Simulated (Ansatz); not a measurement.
**Cu: further runs on the relaxed cell**

One table from this session's results is given with a row withheld; the runs are named, their logs left out.

Program: Ansatz 0.2.0. Level of theory: DFT PBEsol, scalar-relativistic, plane waves, PAW. These are calculated values, not measurements.

1 further run of the same task is left out (set aside as unsound or not needed).

## The starting structure

Symmetry: Fm-3m, No. 225, cubic system. The conventional cell has a = 3.563 Å, b = 3.563 Å, c = 3.563 Å, α = 90.00°, β = 90.00°, γ = 90.00°. Cu (site symmetry m-3m) is surrounded by 12 Cu at 2.52 Å.

Coordinates:

```
Cu
1.0
     0.00000    1.78169    1.78169
     1.78169    0.00000    1.78169
     1.78169    1.78169    0.00000
Cu
1
Direct
  0.00000 0.00000 0.00000
```

It is the result of an earlier relaxation at this level (volume 11.31 Å³/atom; gap on the mesh: none (metal)).

Set-up of the first run:

The input, input.yaml:

```yaml
crystal:
  lattice:
    - [0.0, 1.7816860421, 1.7816860421]
    - [1.7816860421, 0.0, 1.7816860421]
    - [1.7816860421, 1.7816860421, 0.0]
  atoms:
    - { symbol: Cu, position: [0.0, 0.0, 0.0] }
basis:
  ecutwfc: 420
kpoints:
  mp_grid: { grid: [20, 20, 20] }
  band_path:
    path:
      - [[0.0, 0.0, 0.0], [0.5, 0.0, 0.5], [0.625, 0.25, 0.625]]
      - [[0.375, 0.375, 0.75], [0.0, 0.0, 0.0], [0.5, 0.5, 0.5], [0.5, 0.25, 0.75], [0.5, 0.0, 0.5]]
    npoints: 14
hamiltonian:
  xc: pbesol
scf:
  occupations: { method: gaussian, width: 0.1 }
  n_extra_bands: 6
output:
  forces: true
  stress: true
  eigenvalues: true
  populations: true
  dos: { projected: true, de: 0.02, nscf_kmesh: { grid: [30, 30, 30] } }
  bader: true
  write_density: true
  write_potential: true
  elf: true
  volumetric_format: npy
```

The run is started by

```bash
ansatz run input.yaml --threads 1 --pin off --max-ram 2560MiB --backend cpu --events-out ev --progress --plain --runs-dir out
```

Among the steps run: Electronic structure at the relaxed geometry; Point at V/V0 = 0.97; Volume × 1.03; The cell scaled to 0.94 of its volume; The cell scaled to 1.06 of its volume.

One of the session's tables, all rows but one given; the rest of the session is left out.

It belongs to the step «Energy against volume». 

```
volume (Å³/atom)  energy above the lowest point (meV/atom)  pressure (GPa)
          10.633                                      24.4           12.19
          10.972                                       5.8            5.57
          11.312                                       0.0            0.04
          11.651                                         ?               ?
          11.990                                      18.9           -8.43
```

**Question.** Estimate the row for volume (Å³/atom) = 11.651.

Worked estimate for «energy above the lowest point (meV/atom)». A straight line through the neighbours (11.312, 0.0) and (11.990, 18.9) gives 0.0 + (18.9 − 0.0) × (11.651 − 11.312) / (11.990 − 11.312) = 9.4; a parabola fitted to 3 rows on both sides gives 4.4.

The run gave: energy above the lowest point (meV/atom): 5.0; pressure (GPa): -4.58. In «energy above the lowest point (meV/atom)» the line misses by +4.4 and the parabola by -0.6.

Limits of these values: The projections leave out shells that the potentials don't hold, such as empty d states.
